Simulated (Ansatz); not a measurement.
# Al: a tetragonal deformation path

One table from this session's results is given with a row withheld; the runs are named, their logs left out.

Method: DFT PBE, scalar-relativistic, plane waves, PAW, in Ansatz 0.2.0.

### The structure to begin with

It takes space group Fm-3m (No. 225, cubic). The conventional cell has a = 4.048 Å, b = 4.048 Å, c = 4.048 Å, α = 90.00°, β = 90.00°, γ = 90.00°. Al (site symmetry m-3m) is surrounded by 12 Al at 2.86 Å.

Coordinates:

```cif
data_structure
_symmetry_space_group_name_H-M 'Fm-3m'
_symmetry_Int_Tables_number 225
_cell_length_a 4.0480
_cell_length_b 4.0480
_cell_length_c 4.0480
_cell_angle_alpha 90.000
_cell_angle_beta 90.000
_cell_angle_gamma 90.000
_cell_volume 66.33
loop_
_atom_site_label
_atom_site_type_symbol
_atom_site_symmetry_multiplicity
_atom_site_Wyckoff_symbol
_atom_site_fract_x
_atom_site_fract_y
_atom_site_fract_z
_atom_site_occupancy
Al1 Al 4 a 0.00000 0.00000 0.00000 1
```

No relaxation comes first: the listed cell is the starting point.

### Zero of energy

The reference gives a free energy of -537.5060 eV, pressure -0.39 GPa, largest force 0.000 eV/Å and gap on the mesh none (metal). It was computed beforehand with the settings of the runs below.

The first run:

At fixed volume and fractional coordinates, lengths along (0.000, 0.000, 1.000) are scaled against those across it; ρ is that ratio over its starting value.

The input, input.yaml:

```yaml
crystal:
  lattice:
    - [0.0, 2.271955106, 1.6062722599]
    - [2.271955106, 0.0, 1.6062722599]
    - [2.271955106, 2.271955106, 0.0]
  atoms:
    - { symbol: Al, position: [0.0, 0.0, 0.0] }
basis:
  ecutwfc: 420
kpoints:
  mp_grid: { grid: [22, 22, 22] }
hamiltonian:
  xc: pbe
scf:
  occupations: { method: gaussian, width: 0.15 }
output:
  forces: true
  stress: true
  eigenvalues: true
  write_density: true
  write_potential: true
  elf: true
  volumetric_format: npy
```

The run is started by

```
> ansatz run input.yaml --threads 1 --pin off --max-ram 2560MiB --backend cpu --events-out ev --progress --plain --runs-dir out
```

Steps of the session up to this table: At ρ = 0.707; Point ρ = 1.414; ρ = 0.850; At ρ = 1.200; At ρ = 0.780; At ρ = 1.300; ρ = 0.920; At ρ = 1.100; ρ = 0.650; Point ρ = 1.500; Point ρ = 0.960; ρ = 1.050.

One table of the session follows, with a row left open; its other results are not shown here.

```
    ρ  ΔE (meV/atom)  pressure (GPa)
0.650           90.9             1.4
0.707           97.4             1.5
0.780           84.4             1.3
0.850           45.7             0.8
0.920           13.7             0.0
0.960            3.6            -0.3
1.000            0.0            -0.4
1.050              ?               ?
1.100           18.1             0.2
1.200           70.4             2.2
1.300          157.0             5.0
1.414          297.1             9.1
1.500          426.5            12.4
```

**Question.** Estimate the row for ρ = 1.050.

Worked estimate for «ΔE (meV/atom)». A straight line through the neighbours (1.000, 0.0) and (1.100, 18.1) gives 0.0 + (18.1 − 0.0) × (1.050 − 1.000) / (1.100 − 1.000) = 9.1; a parabola fitted to 4 rows on both sides gives 4.7.

As computed: ΔE (meV/atom): 5.5; pressure (GPa): -0.2. In «ΔE (meV/atom)» the line misses by +3.6 and the parabola by -0.8.
